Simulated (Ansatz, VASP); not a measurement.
# One calculation of KF, two programs

```xyz
2
Lattice="0.0000 2.8072 2.6067 2.8072 0.0000 2.6067 2.8072 2.8072 0.0000" Properties=species:S:1:pos:R:3 pbc="T T T"
K     0.0000    0.0000    0.0000
F     2.8072    2.8072    2.6067
```

Change from the starting cell: strain +0.050 along x and y, -0.025 along z, atoms carried along.

Alike in both runs: task single point; functional PBE; k mesh 8 × 8 × 8; occupations gaussian, width 0.05 eV; no spin polarisation.

```csv
,VASP,Ansatz
version,VASP 6.6.1,Ansatz 0.2.0
potentials or method,"VASP PAW PBE potentials, release 64 (K_sv, F)","scalar-relativistic, plane waves, PAW"
plane-wave cutoff (eV),520,420
valence electrons in the cell,16,16
```

```csv
,VASP,Ansatz,Ansatz less VASP
gap on the k mesh at the Fermi level (eV),5.71,5.72,+0.015
least direct gap on the mesh (eV),5.71,5.72,+0.015
pressure (GPa),-0.4,-0.4,0.00
largest component of the traceless stress (GPa),2.27,2.18,-0.095
```

With one functional, cell and mesh, what is left measures potentials, basis and numerics.

A k mesh can miss the band edges.
